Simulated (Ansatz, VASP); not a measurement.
**Ni in VASP and in Ansatz**

INCAR

```
PREC     = Accurate       # precision mode
ENCUT    = 520            # plane-wave cutoff, eV
EDIFF    = 1E-6           # SCF threshold, eV
ISMEAR   = 0              # smearing method
SIGMA    = 0.15           # smearing width, eV
LREAL    = F              # projectors in reciprocal space
LASPH    = T              # aspherical terms in the spheres
NELM     = 150            # most SCF steps
ALGO     = Fast           # electronic algorithm
ISIF     = 2              # what is computed and relaxed
LWAVE    = F              # write WAVECAR
LCHARG   = F              # write CHGCAR
ISPIN    = 2              # spin polarisation
MAGMOM   = 0.81           # initial moments
LORBIT   = 11             # projections on sites
LMAXMIX  = 4              # l up to which the mixer works
GGA      = PS             # functional
NBANDS   = 15             # bands
```

File KPOINTS:

```
Automatic mesh
0
Gamma
  22 22 22
```

Contents of POSCAR:

```
Ni
1.0
    0.0000000000      1.7679500000      1.7149115000
    1.7679500000      0.0000000000      1.7149115000
    1.7679500000      1.7679500000      0.0000000000
Ni
1
Direct
    0.0000000000      0.0000000000      0.0000000000
```

Input for Ansatz:

```yaml
crystal:
  lattice:
    - [0.0, 1.76795, 1.7149115]
    - [1.76795, 0.0, 1.7149115]
    - [1.76795, 1.76795, 0.0]
  atoms:
    - { symbol: Ni, position: [0.0, 0.0, 0.0], spin: 0.81 }
basis:
  ecutwfc: 420
kpoints:
  mp_grid: { grid: [22, 22, 22] }
hamiltonian:
  xc: pbesol
scf:
  occupations: { method: gaussian, width: 0.15 }
output:
  forces: true
  stress: true
  eigenvalues: true
  populations: true
magnetization:
  spin_polarized: true
```

Change from the starting cell: strain +0.000 along x and y, -0.030 along z, atoms carried along.

Alike in both runs: task single point; functional PBEsol; k mesh 22 × 22 × 22; occupations gaussian, width 0.15 eV; collinear spin.

|  | VASP | Ansatz |
| --- | --- | --- |
| version | VASP 6.6.1 | Ansatz 0.2.0 |
| potentials or method | VASP PAW PBE potentials, release 64 (Ni) | scalar-relativistic, plane waves, PAW |
| plane-wave cutoff (eV) | 520 | 420 |
| valence electrons in the cell | 10 | 18 |

Ansatz gave:

- gap on the k mesh at the Fermi level (eV): none
- pressure (GPa): -6.6
- largest component of the traceless stress (GPa): 2.35
- net moment per atom (μB): 0.64
- size of the moment on the site where the two differ most (μB): 0.68

**Question.** Which values does VASP return?

**Answer.** gap on the k mesh at the Fermi level (eV): none; pressure (GPa): -6.8; largest component of the traceless stress (GPa): 2.24; net moment per atom (μB): 0.63; size of the moment on the site where the two differ most (μB): 0.64.

Site moments also hang on the region over which each program counts them. A gap of «none» marks a metal or a gap that the smearing closes. The two sets of potentials don't hold the same shells in valence.

Caveats: the PAW data sets were made with another functional, which shifts forces and pressure a little (VASP).
